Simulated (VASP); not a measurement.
**SiC in VASP 6.6.1, relaxation**

INCAR

```
ISMEAR = -4
EDIFF = 1E-7
LWAVE = .FALSE.
ENCUT = 600
ISIF = 3
LASPH = .TRUE.
LREAL = .FALSE.
NELM = 79
GGA = PS
NBANDS = 11
NSW = 40
PREC = Accurate
EDIFFG = -5E-3
IBRION = 2
LCHARG = .FALSE.
SIGMA = 0.3
```

KPOINTS

```
KPOINTS created by Atomic Simulation Environment
0
Gamma
10 10 10
0 0 0
```

POSCAR

```
Si C
 1.0000000000000000
    -0.0000000000000000    2.0292109559734093    2.0292109559734093
     2.0292109559734093   -0.0000000000000000    2.0292109559734093
     2.0292109559734093    2.0292109559734093   -0.0000000000000000
 Si  C
   1   1
Cartesian
  0.0000000000000000  0.0000000000000000 -0.0000000000000000
  2.0292109559734093  2.0292109559734093  2.0292109559734093
```

The recommended PBE PAW datasets give the neutral cell 8 valence electrons.

Command

```
mpirun -np 1 vasp_std
```

Problem. Predict the outcome of this run.

Solution. It converged. Results: relaxed cell vector lengths 2.850, 2.850, 2.850 Å; relaxed cell volume 16.36 Å³.

OSZICAR

```
N       E                     dE             d eps       ncg     rms          rms(c)
DAV:   1     0.403935406350E+01    0.40394E+01   -0.45157E+03  1090   0.717E+02
DAV:   2    -0.153452334693E+02   -0.19385E+02   -0.18207E+02  1289   0.114E+02
DAV:   3    -0.159309831919E+02   -0.58575E+00   -0.58399E+00  1262   0.152E+01
DAV:   4    -0.159325621892E+02   -0.15790E-02   -0.15788E-02  1158   0.906E-01
DAV:   5    -0.159325657245E+02   -0.35353E-05   -0.35353E-05  1243   0.408E-02    0.807E+00
DAV:   6    -0.146256401189E+02    0.13069E+01   -0.44214E+00  1118   0.948E+00    0.351E+00
DAV:   7    -0.145933931930E+02    0.32247E-01   -0.32221E-01  1193   0.319E+00    0.141E+00
DAV:   8    -0.145891123424E+02    0.42809E-02   -0.78660E-03  1082   0.577E-01    0.299E-01
DAV:   9    -0.145886338379E+02    0.47850E-03   -0.13918E-03  1100   0.190E-01    0.126E-01
DAV:  10    -0.145886381698E+02   -0.43319E-05   -0.41317E-05  1147   0.488E-02    0.240E-02
...
       N       E                     dE             d eps       ncg     rms          rms(c)
DAV:   1    -0.145960231730E+02   -0.66046E-02   -0.85375E-02  1037   0.200E+00    0.340E-01
DAV:   2    -0.145948706798E+02    0.11525E-02   -0.25443E-03  1102   0.292E-01    0.176E-01
DAV:   3    -0.145945859899E+02    0.28469E-03   -0.33312E-04  1110   0.112E-01    0.499E-02
DAV:   4    -0.145945353476E+02    0.50642E-04   -0.49054E-05  1076   0.337E-02    0.161E-02
DAV:   5    -0.145945340603E+02    0.12873E-05   -0.18389E-06  1207   0.819E-03    0.111E-02
DAV:   6    -0.145945335249E+02    0.53538E-06   -0.11975E-07   676   0.221E-03    0.444E-03
DAV:   7    -0.145945336606E+02   -0.13563E-06   -0.15258E-08   538   0.790E-04    0.397E-04
DAV:   8    -0.145945336688E+02   -0.82103E-08   -0.69237E-10   535   0.216E-04
   3 F= -.14594534E+02 E0= -.14594534E+02  d E =-.589598E-02
```

Standard output (part)

```
POSCAR found type information on POSCAR SiC
 POSCAR found :  2 types and       2 ions
 LDA part: xc-table for (Slater+PW92), standard interpolation
 POSCAR, INCAR and KPOINTS ok, starting setup
 WAVECAR not read
 entering main loop
 curvature:   0.00 expect dE= 0.000E+00 dE for cont linesearch  0.000E+00
 search vector abs. value=  0.222E-01
 bond charge predicted
|     Tetrahedron method does not include variations of the Fermi             |
|     occupations, so forces and stress will be inaccurate. We suggest        |
|     using a different smearing scheme ISMEAR = 1 or 2 for metals in         |
|     relaxations.                                                            |
 trial-energy change:   -0.000781  1 .order   -0.000385   -0.022224    0.021453
 bond charge predicted
|     Tetrahedron method does not include variations of the Fermi             |
|     occupations, so forces and stress will be inaccurate. We suggest        |
|     using a different smearing scheme ISMEAR = 1 or 2 for metals in         |
|     relaxations.                                                            |
 curvature:  -0.25 expect dE=-0.189E-07 dE for cont linesearch -0.189E-07
 trial: gam=-0.00182 g(F)=  0.507E-61 g(S)=  0.742E-07 ort = 0.406E-04 (trialstep = 0.904E+00)
 search vector abs. value=  0.100E-09
 reached required accuracy - stopping structural energy minimisation
|     Tetrahedron method does not include variations of the Fermi             |
...
```

```csv
ionic step,ΔE (meV/atom),volume (Å³),largest force (eV/Å),pressure (GPa),electronic steps
1,0.0,16.71,0.000,-5.31,13
2,-0.4,16.05,0.000,5.34,8
3,-2.9,16.36,0.000,-0.01,8
```

For comparison, a separate PBEsol relaxation on usual settings, not on those above, ends at 16.43 Å³.
